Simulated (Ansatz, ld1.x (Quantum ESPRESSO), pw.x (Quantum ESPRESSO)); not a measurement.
What a changed setting does to a pw.x run (fcc Si)

Potential: PAW, ld1.x (Quantum ESPRESSO) 7.5, PBE; core [Ne], reference 3s1.75 3p2.25; waves: 3s (bound): rcut 1.85, rcutus 2.05 bohr; 3s channel at -0.5 Ry: rcut 1.85, rcutus 2.05 bohr; 3p (bound): rcut 1.60, rcutus 1.85 bohr; 3p channel at 0.4 Ry: rcut 1.60, rcutus 1.85 bohr; 3d channel at -0.05 Ry: rcut 1.95, rcutus 2.25 bohr; 3d channel at 1.3 Ry: rcut 1.95, rcutus 2.25 bohr; local part: all-electron potential smoothed inside 1.55 bohr (lloc = -1); core correction: Bessel-smoothed model core inside 0.98 bohr; augmentation: PSQ, radius 1.60 bohr.

The reference run (k-mesh 15³, cutoffs 40/320 Ry, Fermi–Dirac 0.01 Ry, mixing_beta 0.4, conv_thr 1e-9, no spin) gives 0.40 GPa at 14.425 Å³/atom, where all-electron LAPW gives 0.32 GPa. This run, with its own iteration cap, changes degauss to 0.02.

```
&control
  calculation='scf', prefix='x', pseudo_dir='./', outdir='./tmp', tstress=.true., disk_io='none'
/
&system
  ibrav=0, nat=1, ntyp=1, ecutwfc=40, ecutrho=320, nbnd=9,
  occupations='smearing', smearing='fd', degauss=0.02
/
&electrons
  conv_thr=1e-09, mixing_beta=0.4, electron_maxstep=70
/
ATOMIC_SPECIES
Si 1.0 Si.UPF
CELL_PARAMETERS angstrom
  0.00000000 1.93209559 1.93209559
  1.93209559 0.00000000 1.93209559
  1.93209559 1.93209559 0.00000000
ATOMIC_POSITIONS crystal
Si 0.0000 0.0000 0.0000
K_POINTS automatic
15 15 15 0 0 0
```

```bash
pw.x < Si.scf.in > Si.scf.out
```

How does the run end?

It converges in 6 iterations; the free energy moves by -40.2 meV/atom and the pressure by +0.34 GPa. In a metal, with Fermi–Dirac smearing, F lies below its zero-width value by a term in the square of the width.

```
Message from routine setup:
     using ibrav=0 with symmetry is DISCOURAGED, use correct ibrav instead
     lattice parameter (alat)  =       5.1635  a.u.
     unit-cell volume          =      97.3447 (a.u.)^3
     number of electrons       =         4.00
     number of Kohn-Sham states=            9
     kinetic-energy cutoff     =      40.0000  Ry
     charge density cutoff     =     320.0000  Ry
     scf convergence threshold =      1.0E-09
     Exchange-correlation= SLA  PW   PBX  PBC
     number of k points=   120  Fermi-Dirac smearing, width (Ry)=  0.0200
     iteration #  1     ecut=    40.00 Ry     beta= 0.40
     total energy              =     -46.69318475 Ry
     estimated scf accuracy    <       0.00263813 Ry
     iteration #  2     ecut=    40.00 Ry     beta= 0.40
     total energy              =     -46.69294582 Ry
     estimated scf accuracy    <       0.00081256 Ry
     iteration #  3     ecut=    40.00 Ry     beta= 0.40
     total energy              =     -46.69298536 Ry
     estimated scf accuracy    <       0.00000397 Ry
     iteration #  4     ecut=    40.00 Ry     beta= 0.40
     total energy              =     -46.69298589 Ry
     estimated scf accuracy    <       0.00000004 Ry
     iteration #  5     ecut=    40.00 Ry     beta= 0.40
     total energy              =     -46.69298589 Ry
     estimated scf accuracy    <          6.8E-09 Ry
     iteration #  6     ecut=    40.00 Ry     beta= 0.40
     the Fermi energy is    10.7737 ev
!    total energy              =     -46.69298589 Ry
     estimated scf accuracy    <          4.3E-11 Ry
     smearing contrib. (-TS)   =      -0.00781893 Ry
     convergence has been achieved in   6 iterations
          total   stress  (Ry/bohr**3)                   (kbar)     P=        7.41
     Message from routine punch:
     Nothing written, as per user request (disk_io='none')
```

The run took about 6.7 s on one core of a shared host (Neoverse-V2, 32 threads, 247 GiB, load 47).
